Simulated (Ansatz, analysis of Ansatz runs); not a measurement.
# A hop of O in SnO2 (P4_2/mnm), charge +2

Aim: the barrier of one jump in SnO2 (P4_2/mnm) at charge +2: V_O hop (2.9 Å). The model is a cell of 72 host atoms with 1 O taken out; O is the atom that moves.

Program: Ansatz 0.2.0. Level of theory: plane-wave PAW DFT, PBEsol; nudged elastic band between two relaxed defect structures at fixed charge in a uniform background. Results are calculated unless marked as measured.

Most raw output is cut from this account.

## (1) Set-up

The cell holds 71 atoms: 24 Sn and 47 O. Cell: a = 9.537 Å, b = 9.537 Å, c = 9.637 Å, α = 90.0°, β = 90.0°, γ = 90.0°. It derives from SnO2 (space group P4_2/mnm). Nearest the centre at fractional (0.375, 0.472, 0.417): O12 at 1.46 Å, Sn61 at 1.46 Å, O44 at 2.36 Å, Sn7 at 2.56 Å, O22 at 2.70 Å, O18 at 2.70 Å, Sn67 at 2.70 Å, O28 at 2.85 Å. The cell carries charge +2.

The cell's shortest repeat is 9.5 Å.

## (2) Relaxation of the start point, charge +2

The ends come first: from an unrelaxed start the top is counted from too high an energy, and the barrier comes out too low. Small random displacements break the symmetry of the ideal sites, so that the defect can distort if it gains by it. The charge of +2 is set by the electron count, and a uniform background keeps the cell neutral.

qp2.start/input.yaml reads:

```yaml
crystal:
  lattice:
    - [9.53680188, 0.0, 0.0]
    - [0.0, 9.53680188, 0.0]
    - [0.0, 0.0, 9.63728464]
  atoms:
    - { symbol: Sn, position: [0.25, 0.25, 0.16666667] }
    - { symbol: Sn, position: [0.0, 0.0, 0.0] }
    - { symbol: O, position: [0.09687292, 0.40312708, 0.16666667] }
    - { symbol: O, position: [0.40312708, 0.09687292, 0.16666667] }
    - { symbol: O, position: [0.15312708, 0.15312708, 0.0] }
    - { symbol: O, position: [0.34687292, 0.34687292, 0.0] }
    - { symbol: Sn, position: [0.25, 0.25, 0.5] }
    - { symbol: Sn, position: [0.0, 0.0, 0.33333333] }
[... 59 atom lines left out ...]
    - { symbol: O, position: [0.59687292, 0.90312708, 0.83333333] }
    - { symbol: O, position: [0.90312708, 0.59687292, 0.83333333] }
    - { symbol: O, position: [0.65312708, 0.65312708, 0.66666667] }
    - { symbol: O, position: [0.84687292, 0.84687292, 0.66666667] }
total_charge: 2
basis:
  ecutwfc: 420
  xc_grid: 2
hamiltonian:
  xc: pbesol
kpoints:
  mp_grid: { grid: [1, 1, 1], shift: [0.25, 0.25, 0.25] }
scf:
  occupations: { method: fixed }
  max_iter: 150
output:
  forces: true
relax:
  f_tol: 0.02
  max_steps: 70
  random_displacement: { amplitude: 0.03, seed: 206 }
```

On the command line:

```
ansatz run input.yaml --threads 4 --pin off --max-ram 14131MiB --backend cpu --events-out ev --progress --plain --runs-dir out
```

The job ended after 98 s (4 threads of Arm Neoverse V1, shared host; peak memory 1.8 GiB).

Relaxation path:

| step | energy less that of the first step (eV) | largest force component (eV/Å) |
| --- | --- | --- |
| 1 | 0.0000 | 2.5435 |
| 2 | -1.7928 | 0.7961 |
| 3 | -2.0824 | 0.1294 |
| 4 | -2.0896 | 0.0895 |
| 5 | -2.0934 | 0.0045 |
| 6 | -2.0934 | 0.0045 |

The atoms that moved most (Å, from the sites as typed, ahead of the random displacement, the mean shift of all atoms taken out):

| atom | dx | dy | dz | length |
| --- | --- | --- | --- | --- |
| Sn25 | -0.160 | 0.161 | 0.000 | 0.227 |
| Sn61 | 0.124 | -0.125 | -0.140 | 0.224 |
| Sn67 | 0.125 | -0.124 | 0.139 | 0.224 |
| O44 | -0.090 | 0.091 | 0.000 | 0.128 |
| O29 | 0.058 | -0.088 | 0.057 | 0.120 |
| O35 | 0.058 | -0.086 | -0.057 | 0.119 |
| O27 | -0.082 | 0.084 | 0.000 | 0.118 |
| O34 | 0.086 | -0.056 | -0.057 | 0.118 |

Neighbours of O12 at the end:

| atom | distance (Å) |
| --- | --- |
| Sn61 | 2.037 |
| Sn7 | 2.088 |
| Sn1 | 2.126 |
| O11 | 2.650 |
| O44 | 2.844 |
| O22 | 2.856 |
| O9 | 2.919 |
| O3 | 2.925 |
| O10 | 2.973 |

Numbers from this step:

* free energy: -169175.3430 eV
* r.m.s. move of the farther half of the atoms: 0.04241 Å
* largest move from the ideal geometry of this structure, a common shift of the far atoms taken out: 0.2281 Å

The relaxation gained 2.093 eV and ended with a largest force component of 0.0045 eV/Å.

## (3) Relaxation of the end point, charge +2

The end point is relaxed in the same cell and settings, so that the two energies compare. Atoms more than 3.2 Å from the middle of the hop start where the first relaxation left them, the nearer ones on or close to their ideal places, with small random displacements.

qp2.end/input.yaml reads:

```yaml
crystal:
  lattice:
    - [9.53680188, 0.0, 0.0]
    - [0.0, 9.53680188, 0.0]
    - [0.0, 0.0, 9.63728464]
  atoms:
    - { symbol: Sn, position: [0.24890403, 0.25046363, 0.16635143] }
    - { symbol: Sn, position: [0.00570798, -0.00565063, 9.373e-05] }
[... 4 atom lines left out ...]
    - { symbol: Sn, position: [0.25, 0.25, 0.5] }
[... 1 atom line left out ...]
    - { symbol: O, position: [0.09687292, 0.40312708, 0.5] }
[... 2 atom lines left out ...]
    - { symbol: O, position: [0.402986, 0.597014, 0.5] }
[... 5 atom lines left out ...]
    - { symbol: O, position: [0.34687292, 0.34687292, 0.66666667] }
[... 3 atom lines left out ...]
    - { symbol: O, position: [0.40312708, 0.59687292, 0.16666667] }
[... 2 atom lines left out ...]
    - { symbol: Sn, position: [0.25, 0.75, 0.5] }
[... 2 atom lines left out ...]
    - { symbol: O, position: [0.15312708, 0.65312708, 0.33333333] }
[... 9 atom lines left out ...]
    - { symbol: O, position: [0.60195576, 0.398261, 0.1566178] }
[... 5 atom lines left out ...]
    - { symbol: O, position: [0.59687292, 0.40312708, 0.5] }
[... 16 atom lines left out ...]
    - { symbol: Sn, position: [0.5, 0.5, 0.33333333] }
[... 2 atom lines left out ...]
    - { symbol: O, position: [0.6459542, 0.65330481, 0.3360707] }
[... 2 atom lines left out ...]
    - { symbol: Sn, position: [0.5, 0.5, 0.66666667] }
[... 3 atom lines left out ...]
    - { symbol: O, position: [0.84555591, 0.84679491, 0.6670744] }
total_charge: 2
basis:
  ecutwfc: 420
  xc_grid: 2
hamiltonian:
  xc: pbesol
kpoints:
  mp_grid: { grid: [1, 1, 1], shift: [0.25, 0.25, 0.25] }
scf:
  occupations: { method: fixed }
  max_iter: 150
output:
  forces: true
relax:
  f_tol: 0.02
  max_steps: 70
  random_displacement: { amplitude: 0.01, seed: 206 }
```

Wall time 87 s (4 threads); peak memory 1.8 GiB; 5.5 min of CPU time.

Relaxation path:

| step | energy less that of the first step (eV) | largest force component (eV/Å) |
| --- | --- | --- |
| 1 | 0.0000 | 2.7943 |
| 2 | -1.9079 | 0.6858 |
| 3 | -2.2020 | 0.2106 |
| 4 | -2.2174 | 0.0372 |
| 5 | -2.2176 | 0.0034 |

The atoms that moved most (Å, from the sites as typed, ahead of the random displacement):

| atom | dx | dy | dz | length |
| --- | --- | --- | --- | --- |
| Sn61 | 0.162 | 0.158 | 0.000 | 0.226 |
| Sn7 | -0.122 | -0.126 | 0.138 | 0.223 |
| Sn1 | -0.113 | -0.131 | -0.137 | 0.220 |
| O38 | -0.134 | -0.013 | 0.154 | 0.204 |
| O64 | 0.153 | 0.080 | -0.027 | 0.174 |
| O50 | -0.074 | 0.032 | -0.099 | 0.127 |
| O27 | 0.121 | -0.023 | -0.003 | 0.123 |
| O22 | -0.057 | -0.090 | 0.057 | 0.120 |

Neighbours of O12 at the end:

| atom | distance (Å) |
| --- | --- |
| Sn61 | 2.040 |
| Sn67 | 2.095 |
| Sn25 | 2.098 |
| O44 | 2.572 |
| O18 | 2.885 |
| O28 | 2.895 |
| O34 | 2.915 |
| O29 | 2.940 |
| O70 | 2.974 |
| O35 | 2.999 |

Numbers from this step:

| Item | Value |
| --- | --- |
| free energy | -169175.3527 eV |
| r.m.s. move of the farther half of the atoms | 0.04309 Å |
| largest move from the ideal geometry of this structure, a common shift of the far atoms taken out | 0.2278 Å |

The relaxation gained 2.218 eV and ended with a largest force component of 0.0034 eV/Å. The end lies 0.010 eV below the start.

## (4) Nudged elastic band, charge +2

5 movable images are laid between the ends on a pair-potential path, which keeps atoms from colliding in the first guess. Each image feels the true force across the path and a spring force along it. The highest image is set to climb to the top of the path.

This step: plane-wave PAW DFT, PBEsol; nudged elastic band between two relaxed defect structures at fixed charge in a uniform background.

qp2.neb/input.yaml reads:

```yaml
crystal:
  lattice:
    - [9.53680188, 0.0, 0.0]
    - [0.0, 9.53680188, 0.0]
    - [0.0, 0.0, 9.63728464]
  atoms:
    - { symbol: Sn, position: [0.24894926, 0.25039949, 0.16586108] }
    - { symbol: Sn, position: [0.0057532, -0.00571477, -0.00039661] }
    - { symbol: O, position: [0.09690999, 0.40416937, 0.16706745] }
    - { symbol: O, position: [0.40130638, 0.0958642, 0.16794767] }
    - { symbol: O, position: [0.153815, 0.15156959, -0.00042706] }
    - { symbol: O, position: [0.34674112, 0.34726937, -0.00037706] }
    - { symbol: Sn, position: [0.24901342, 0.24947896, 0.49961642] }
    - { symbol: Sn, position: [-0.00430923, 0.00431083, 0.33098667] }
    - { symbol: O, position: [0.09388989, 0.40008409, 0.49960288] }
    - { symbol: O, position: [0.40066063, 0.09524491, 0.49963037] }
    - { symbol: O, position: [0.1531235, 0.15459913, 0.33262675] }
    - { symbol: O, position: [0.34694034, 0.3537623, 0.33556858] }
    - { symbol: Sn, position: [0.24896336, 0.2504395, 0.83334007] }
    - { symbol: Sn, position: [-0.00429109, 0.00433567, 0.66822653] }
    - { symbol: O, position: [0.09684313, 0.4041442, 0.83214431] }
    - { symbol: O, position: [0.40140103, 0.09600607, 0.83128862] }
    - { symbol: O, position: [0.15318687, 0.15456381, 0.66657979] }
    - { symbol: O, position: [0.34689247, 0.35393056, 0.66362537] }
    - { symbol: Sn, position: [0.25202004, 0.74799742, 0.16738651] }
    - { symbol: Sn, position: [-0.00033777, 0.50094728, -0.00039367] }
    - { symbol: O, position: [0.09923821, 0.90089278, 0.17065283] }
    - { symbol: O, position: [0.40558031, 0.5942765, 0.1688436] }
    - { symbol: O, position: [0.15612724, 0.65157716, -0.00040557] }
    - { symbol: O, position: [0.34858894, 0.84378986, -0.0003746] }
    - { symbol: Sn, position: [0.23348063, 0.76659246, 0.49961543] }
    - { symbol: Sn, position: [-0.00039568, 0.49900583, 0.33344643] }
    - { symbol: O, position: [0.08853115, 0.91170667, 0.49961616] }
    - { symbol: O, position: [0.16231255, 0.64699585, 0.33885948] }
    - { symbol: O, position: [0.35326147, 0.83742438, 0.33887415] }
    - { symbol: Sn, position: [0.2520445, 0.7480266, 0.83183851] }
    - { symbol: Sn, position: [-0.00038211, 0.49904503, 0.66574508] }
    - { symbol: O, position: [0.09926239, 0.90092285, 0.8285551] }
    - { symbol: O, position: [0.40562384, 0.59433099, 0.83038411] }
    - { symbol: O, position: [0.16243805, 0.64695345, 0.66037053] }
    - { symbol: O, position: [0.35322604, 0.83755001, 0.66035485] }
    - { symbol: Sn, position: [0.75421257, 0.24581746, 0.16412607] }
    - { symbol: Sn, position: [0.49908789, 0.00037601, -0.00038602] }
    - { symbol: O, position: [0.60200099, 0.39819686, 0.15612746] }
    - { symbol: O, position: [0.90502454, 0.09482938, 0.16357312] }
    - { symbol: O, position: [0.65529002, 0.14931917, -0.00039638] }
    - { symbol: O, position: [0.85086312, 0.34460205, -0.00038275] }
    - { symbol: Sn, position: [0.74980561, 0.2502234, 0.49960907] }
    - { symbol: Sn, position: [0.50099554, 0.00039884, 0.33347049] }
    - { symbol: O, position: [0.58774224, 0.41246057, 0.49960567] }
    - { symbol: O, position: [0.90073363, 0.09913861, 0.49960654] }
    - { symbol: O, position: [0.64911706, 0.15948884, 0.3330546] }
    - { symbol: O, position: [0.84076168, 0.3506716, 0.3330542] }
    - { symbol: Sn, position: [0.75421253, 0.24582103, 0.83509192] }
    - { symbol: Sn, position: [0.50103244, 0.00043191, 0.66578073] }
    - { symbol: O, position: [0.60202182, 0.39822099, 0.84309133] }
    - { symbol: O, position: [0.90504826, 0.09486332, 0.83563933] }
    - { symbol: O, position: [0.64919406, 0.1594436, 0.66616886] }
    - { symbol: O, position: [0.84069884, 0.35075978, 0.66615595] }
    - { symbol: Sn, position: [0.74960498, 0.75105902, 0.16588741] }
    - { symbol: Sn, position: [0.49807391, 0.50196589, -0.00038869] }
    - { symbol: O, position: [0.59604104, 0.90332379, 0.16707617] }
    - { symbol: O, position: [0.9039007, 0.59849469, 0.16791601] }
    - { symbol: O, position: [0.65259499, 0.65346995, -0.00039254] }
    - { symbol: O, position: [0.84859088, 0.84608497, -0.00035286] }
    - { symbol: Sn, position: [0.75051459, 0.75100518, 0.49960773] }
    - { symbol: Sn, position: [0.51328881, 0.48668248, 0.31846724] }
    - { symbol: O, position: [0.60006683, 0.90627876, 0.4996201] }
    - { symbol: O, position: [0.90464055, 0.59923079, 0.49958812] }
    - { symbol: O, position: [0.64599943, 0.65324067, 0.33558036] }
    - { symbol: O, position: [0.8455805, 0.84671432, 0.33266108] }
    - { symbol: Sn, position: [0.74963803, 0.75109034, 0.83336776] }
    - { symbol: Sn, position: [0.5133529, 0.48676287, 0.6807503] }
    - { symbol: O, position: [0.59600871, 0.90327598, 0.83215666] }
    - { symbol: O, position: [0.90401294, 0.59858593, 0.83128985] }
    - { symbol: O, position: [0.64614194, 0.65323172, 0.66366328] }
    - { symbol: O, position: [0.84560113, 0.84673077, 0.66658406] }
total_charge: 2
basis:
  ecutwfc: 420
  xc_grid: 2
hamiltonian:
  xc: pbesol
kpoints:
  mp_grid: { grid: [1, 1, 1], shift: [0.25, 0.25, 0.25] }
scf:
  occupations: { method: fixed }
  max_iter: 150
output:
  forces: true
neb:
  images: 5
  f_tol: 0.04
  climbing: true
  initial_path: idpp
  max_iterations: 45
  order_check: false
  final_atoms:
    - { symbol: Sn, position: [0.23693502, 0.23653396, 0.15185647] }
    - { symbol: Sn, position: [-0.00391817, -0.00431468, -0.00254553] }
[... 4 atom lines left out ...]
    - { symbol: Sn, position: [0.23704421, 0.236647, 0.51401138] }
[... 1 atom line left out ...]
    - { symbol: O, position: [0.10422498, 0.40315943, 0.49699955] }
[... 2 atom lines left out ...]
    - { symbol: O, position: [0.39737554, 0.58765326, 0.49385283] }
[... 5 atom lines left out ...]
    - { symbol: O, position: [0.34472316, 0.34427175, 0.66377103] }
[... 3 atom lines left out ...]
    - { symbol: O, position: [0.39704888, 0.58730248, 0.1722399] }
[... 2 atom lines left out ...]
    - { symbol: Sn, position: [0.24930355, 0.75028369, 0.49916167] }
[... 2 atom lines left out ...]
    - { symbol: O, position: [0.15031646, 0.65601686, 0.33300364] }
[... 9 atom lines left out ...]
    - { symbol: O, position: [0.58775304, 0.39671121, 0.17224167] }
[... 5 atom lines left out ...]
    - { symbol: O, position: [0.5881199, 0.39704125, 0.49385355] }
[... 16 atom lines left out ...]
    - { symbol: Sn, position: [0.51681612, 0.51643594, 0.33305046] }
[... 2 atom lines left out ...]
    - { symbol: O, position: [0.66183181, 0.66148127, 0.33297624] }
[... 2 atom lines left out ...]
    - { symbol: Sn, position: [0.49830964, 0.49790757, 0.66528219] }
[... 3 atom lines left out ...]
    - { symbol: O, position: [0.84526608, 0.84480018, 0.66898298] }
```

The job ended after 22 min (4 threads; peak memory 6.5 GiB).

The path, image by image:

| image | path (Å) | energy (eV) | O12: x, y, z (Å) |
| --- | --- | --- | --- |
| 0 | 0.000 | 0.0000 | 3.309, 3.374, 3.234 |
| 1 | 0.569 | 0.4370 | 3.206, 3.754, 3.496 |
| 2 | 1.137 | 1.0434 | 3.237, 4.113, 3.876 |
| 3 | 1.706 | 1.2621 | 3.351, 4.453, 4.265 |
| 4 | 2.240 | 0.9527 | 3.466, 4.856, 4.504 |
| 5 | 2.773 | 0.2383 | 3.598, 5.268, 4.663 |
| 6 | 3.307 | -0.0097 | 3.790, 5.604, 4.759 |

Read from the output:

- free energy: -169174.0809 eV
- barrier forward: 1.262 eV
- barrier backward: 1.272 eV
- end less start: -0.009737 eV
- hop length: 2.745 Å

Track of the atom that was set to move:

| image | x (Å) | y (Å) | z (Å) | nearest neighbour | distance (Å) |
| --- | --- | --- | --- | --- | --- |
| 0 | 3.309 | 3.374 | 3.234 | Sn | 2.037 |
| 1 | 3.206 | 3.754 | 3.496 | Sn | 1.992 |
| 2 | 3.237 | 4.113 | 3.876 | Sn | 1.957 |
| 3 | 3.351 | 4.453 | 4.265 | Sn | 1.973 |
| 4 | 3.466 | 4.856 | 4.504 | Sn | 1.999 |
| 5 | 3.598 | 5.268 | 4.664 | Sn | 2.035 |
| 6 | 3.79 | 5.604 | 4.759 | Sn | 2.04 |

The band met its tolerance of 0.04 eV/Å after 9 iterations, with image 3 on top (the start counts as 0). O12, which moves farthest between the ends, has 3 Sn at 2.04 to 2.13 Å nearest at the start and 2 Sn at 1.97 to 2.20 Å at the top.

## (5) Single point at the start point, PBEsol, denser k-mesh

Three single points on a mesh of more k-points (start, top, end) test the sampling. The start is shown; top and end are run alike.

This step: plane-wave PAW DFT, PBEsol; single point of a defect supercell on a structure of the PBEsol path.

qp2.start.mesh/input.yaml reads:

```yaml
crystal:
  lattice:
    - [9.53680188, 0.0, 0.0]
    - [0.0, 9.53680188, 0.0]
    - [0.0, 0.0, 9.63728464]
  atoms:
    - { symbol: Sn, position: [0.24894926, 0.25039949, 0.16586108] }
    - { symbol: Sn, position: [0.0057532, -0.00571477, -0.00039661] }
[... 4 atom lines left out ...]
    - { symbol: Sn, position: [0.24901342, 0.24947896, 0.49961642] }
[... 1 atom line left out ...]
    - { symbol: O, position: [0.09388989, 0.40008409, 0.49960288] }
[... 2 atom lines left out ...]
    - { symbol: O, position: [0.34694034, 0.3537623, 0.33556858] }
[... 5 atom lines left out ...]
    - { symbol: O, position: [0.34689247, 0.35393056, 0.66362537] }
[... 3 atom lines left out ...]
    - { symbol: O, position: [0.40558031, 0.5942765, 0.1688436] }
[... 2 atom lines left out ...]
    - { symbol: Sn, position: [0.23348063, 0.76659246, 0.49961543] }
[... 2 atom lines left out ...]
    - { symbol: O, position: [0.16231255, 0.64699585, 0.33885948] }
[... 9 atom lines left out ...]
    - { symbol: O, position: [0.60200099, 0.39819686, 0.15612746] }
[... 5 atom lines left out ...]
    - { symbol: O, position: [0.58774224, 0.41246057, 0.49960567] }
[... 16 atom lines left out ...]
    - { symbol: Sn, position: [0.51328881, 0.48668248, 0.31846724] }
[... 2 atom lines left out ...]
    - { symbol: O, position: [0.64599943, 0.65324067, 0.33558036] }
[... 2 atom lines left out ...]
    - { symbol: Sn, position: [0.5133529, 0.48676287, 0.6807503] }
[... 3 atom lines left out ...]
    - { symbol: O, position: [0.84560113, 0.84673077, 0.66658406] }
total_charge: 2
basis:
  ecutwfc: 420
  xc_grid: 2
hamiltonian:
  xc: pbesol
kpoints:
  mp_grid: { grid: [2, 2, 2], shift: [0.5, 0.5, 0.5] }
scf:
  occupations: { method: fixed }
  max_iter: 150
output:
  forces: true
  eigenvalues: true
checkpoint:
  write: "../qp2.start.mesh.run"
  compress: false
  write_wavefunctions: false
  write_every: 100000
```

It took 98 s on 4 threads; peak memory 5.4 GiB.

This step gave:

```yaml
free_energy: -169175.3480 eV
```

## (6) Barrier from single points, PBEsol, denser k-mesh

Analysis of the runs above: barrier from PBEsol single points on the PBEsol path.

It gives:

* barrier forward: 1.263 eV
* barrier backward: 1.263 eV
* end less start: 2.48e-6 eV

This gives 1.263 eV against the band's 1.262 eV (backward 1.263 against 1.272 eV). This mesh holds only the band's own point and its sign variants, so it tests the average over those and no finer sampling.

## (7) Single point at the start point, LDA

Three single points with LDA show how much the barrier depends on that choice; lattice and path are kept. The start is shown; top and end are run alike.

This step: plane-wave PAW DFT, LDA; single point of a defect supercell on a structure of the PBEsol path.

qp2.start.lda/input.yaml, as its differences from qp2.start.mesh/input.yaml of step 5:

```diff
@@ -39,5 +39,5 @@
 hamiltonian:
-  xc: pbesol
+  xc: lda
 kpoints:
-  mp_grid: { grid: [2, 2, 2], shift: [0.5, 0.5, 0.5] }
+  mp_grid: { grid: [1, 1, 1], shift: [0.25, 0.25, 0.25] }
 scf:
@@ -49,3 +49,3 @@
 checkpoint:
-  write: "../qp2.start.mesh.run"
+  write: "../qp2.start.lda.run"
   compress: false
```

It took 27 s on 4 threads; peak memory 1.8 GiB.

Numbers from this step:

```
free energy : -167227.6116 eV
```

## (8) Barrier from single points, LDA

Analysis of the runs above: barrier from LDA single points on the PBEsol path.

It gives:

```
barrier forward  : 1.311 eV
barrier backward : 1.321 eV
end less start   : -0.009987 eV
```

This gives 1.311 eV against the band's 1.262 eV.

## (9) Single point at the start point, r2SCAN

Three single points with a meta-GGA, at its higher cutoff of 500 eV, show what it does to the barrier on the path found. The start is shown; top and end are run alike.

This step: plane-wave PAW DFT, r2SCAN; single point of a defect supercell on a structure of the PBEsol path.

qp2.start.r2scan/input.yaml, as its differences from qp2.start.lda/input.yaml of step 7:

```diff
@@ -36,6 +36,6 @@
 basis:
-  ecutwfc: 420
+  ecutwfc: 500
   xc_grid: 2
 hamiltonian:
-  xc: lda
+  xc: r2scan
 kpoints:
@@ -49,3 +49,3 @@
 checkpoint:
-  write: "../qp2.start.lda.run"
+  write: "../qp2.start.r2scan.run"
   compress: false
```

The job ended after 37 s (4 threads; peak memory 2.5 GiB; 2.4 min of CPU time).

Read from the output:

- free energy: -171679.4930 eV

## (10) Barrier from single points, r2SCAN

Analysis of the runs above: barrier from r2SCAN single points on the PBEsol path.

It gives:

| Item | Value |
| --- | --- |
| barrier forward | 1.408 eV |
| barrier backward | 1.416 eV |
| end less start | -0.008068 eV |

This gives 1.408 eV against the band's 1.262 eV.

(Continued in part 2 of 2.)

[Logs are printed without paths, hosts, clocks, repeated set-up lines and the standing remarks that a program may print on its own settings, such as how far it seeks lower states.]

[Hosts, paths, dates, database ids (printed as entryN), source tags and the programs' standing remarks are cut or masked in the printed files.]
